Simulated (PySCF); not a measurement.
Atomic charges against the basis set

Compound: CHF3.
SMILES with atom numbers: `[F:1][CH:2]([F:3])[F:4]` (hydrogens: H5 on C2)

PBE0 throughout (PySCF), one geometry, spherical d and f functions. Geometry: PBE0-D3(BJ)/def2-SVP; no solvent, vibrations or thermal averaging. Atoms taken as equivalent share a column and are averaged.

Mulliken charges (e):

```csv
basis,functions,F1/F3/F4,C2,H5
STO-3G,21,-0.111,+0.269,+0.065
6-31G,38,-0.274,+0.644,+0.178
pcSseg-0,38,-0.338,+0.787,+0.228
6-31G*,58,-0.286,+0.721,+0.139
def2-SVP,61,-0.194,+0.554,+0.028
cc-pVDZ,61,-0.170,+0.480,+0.031
pcSseg-1,73,-0.263,+0.702,+0.088
aug-cc-pVDZ,101,-0.368,+1.391,-0.287
"6-311+G(2d,p)",114,-0.272,+0.656,+0.161
def2-TZVP,130,-0.162,+0.407,+0.080
cc-pVTZ,134,-0.151,+0.444,+0.008
IGLO-III,150,-0.198,+0.493,+0.100
pcSseg-3,321,-0.232,+0.669,+0.028
```

IAO charges (e):

| basis | functions | F1/F3/F4 | C2 | H5 |
| --- | --- | --- | --- | --- |
| STO-3G | 21 | -0.145 | +0.341 | +0.092 |
| 6-31G | 38 | -0.259 | +0.615 | +0.161 |
| pcSseg-0 | 38 | -0.258 | +0.626 | +0.150 |
| 6-31G* | 58 | -0.278 | +0.699 | +0.133 |
| def2-SVP | 61 | -0.277 | +0.695 | +0.135 |
| cc-pVDZ | 61 | -0.276 | +0.692 | +0.137 |
| pcSseg-1 | 73 | -0.281 | +0.697 | +0.145 |
| aug-cc-pVDZ | 101 | -0.283 | +0.702 | +0.148 |
| 6-311+G(2d,p) | 114 | -0.284 | +0.701 | +0.150 |
| def2-TZVP | 130 | -0.286 | +0.712 | +0.145 |
| cc-pVTZ | 134 | -0.284 | +0.710 | +0.144 |
| IGLO-III | 150 | -0.285 | +0.706 | +0.148 |
| pcSseg-3 | 321 | -0.287 | +0.713 | +0.146 |

Hirshfeld charges (e):

```tsv
basis	functions	F1/F3/F4	C2	H5
STO-3G	21	-0.080	+0.239	0.000
6-31G	38	-0.100	+0.234	+0.066
pcSseg-0	38	-0.097	+0.229	+0.062
6-31G*	58	-0.093	+0.221	+0.058
def2-SVP	61	-0.093	+0.223	+0.057
cc-pVDZ	61	-0.089	+0.214	+0.054
pcSseg-1	73	-0.097	+0.228	+0.063
aug-cc-pVDZ	101	-0.095	+0.222	+0.064
6-311+G(2d,p)	114	-0.097	+0.227	+0.065
def2-TZVP	130	-0.095	+0.222	+0.062
cc-pVTZ	134	-0.093	+0.219	+0.060
IGLO-III	150	-0.096	+0.223	+0.064
pcSseg-3	321	-0.095	+0.221	+0.064
```

ESP-fitted charges (e):

| basis | functions | F1/F3/F4 | C2 | H5 |
| --- | --- | --- | --- | --- |
| STO-3G | 21 | -0.143 | +0.457 | -0.029 |
| 6-31G | 38 | -0.252 | +0.727 | +0.030 |
| pcSseg-0 | 38 | -0.277 | +0.820 | +0.010 |
| 6-31G* | 58 | -0.146 | +0.353 | +0.086 |
| def2-SVP | 61 | -0.186 | +0.498 | +0.061 |
| cc-pVDZ | 61 | -0.174 | +0.455 | +0.066 |
| pcSseg-1 | 73 | -0.190 | +0.496 | +0.074 |
| aug-cc-pVDZ | 101 | -0.167 | +0.405 | +0.094 |
| 6-311+G(2d,p) | 114 | -0.164 | +0.386 | +0.104 |
| def2-TZVP | 130 | -0.163 | +0.394 | +0.094 |
| cc-pVTZ | 134 | -0.156 | +0.373 | +0.096 |
| IGLO-III | 150 | -0.158 | +0.367 | +0.105 |
| pcSseg-3 | 321 | -0.170 | +0.421 | +0.089 |

Q: Which scheme is steadiest as the basis changes?

A: Largest range over the bases for any column: Hirshfeld 0.07 e, IAO 0.37 e, ESP-fitted 0.47 e, Mulliken 1.12 e. Hirshfeld charges move least and Mulliken charges most, counted in e. Without the minimal STO-3G basis the ranges are Hirshfeld 0.02, IAO 0.10, ESP-fitted 0.47, Mulliken 0.98 e.

Q: How much do the charges still move between the two largest bases, IGLO-III and pcSseg-3?

A: At most, over all atoms: Mulliken 0.176 e, IAO 0.007 e, Hirshfeld 0.002 e, ESP-fitted 0.054 e.

Q: What do the same runs give for the total energy, the frontier levels and the dipole moment?

A: 
```json
{"basis": "STO-3G", "energy (Eh)": "-333.1152", "HOMO (eV)": "-6.11", "LUMO (eV)": "10.13", "μ (D)": "0.76"}
{"basis": "6-31G", "energy (Eh)": "-337.8127", "HOMO (eV)": "-11.22", "LUMO (eV)": "3.11", "μ (D)": "1.77"}
{"basis": "pcSseg-0", "energy (Eh)": "-337.1187", "HOMO (eV)": "-11.20", "LUMO (eV)": "2.50", "μ (D)": "1.83"}
{"basis": "6-31G*", "energy (Eh)": "-337.9025", "HOMO (eV)": "-10.82", "LUMO (eV)": "3.61", "μ (D)": "1.38"}
{"basis": "def2-SVP", "energy (Eh)": "-337.6541", "HOMO (eV)": "-11.08", "LUMO (eV)": "2.43", "μ (D)": "1.50"}
{"basis": "cc-pVDZ", "energy (Eh)": "-337.9290", "HOMO (eV)": "-10.90", "LUMO (eV)": "2.43", "μ (D)": "1.45"}
{"basis": "pcSseg-1", "energy (Eh)": "-337.8903", "HOMO (eV)": "-11.27", "LUMO (eV)": "1.82", "μ (D)": "1.59"}
{"basis": "aug-cc-pVDZ", "energy (Eh)": "-337.9599", "HOMO (eV)": "-11.34", "LUMO (eV)": "0.07", "μ (D)": "1.55"}
{"basis": "6-311+G(2d,p)", "energy (Eh)": "-338.0271", "HOMO (eV)": "-11.38", "LUMO (eV)": "0.51", "μ (D)": "1.59"}
{"basis": "def2-TZVP", "energy (Eh)": "-338.0657", "HOMO (eV)": "-11.28", "LUMO (eV)": "1.94", "μ (D)": "1.52"}
{"basis": "cc-pVTZ", "energy (Eh)": "-338.0456", "HOMO (eV)": "-11.19", "LUMO (eV)": "1.78", "μ (D)": "1.49"}
{"basis": "IGLO-III", "energy (Eh)": "-338.0695", "HOMO (eV)": "-11.34", "LUMO (eV)": "1.25", "μ (D)": "1.55"}
{"basis": "pcSseg-3", "energy (Eh)": "-338.0854", "HOMO (eV)": "-11.34", "LUMO (eV)": "0.54", "μ (D)": "1.55"}
```

The dipole is fixed by the density alone, so its range of 1.07 D shows that the density itself changes with the basis, not only its division among atoms.
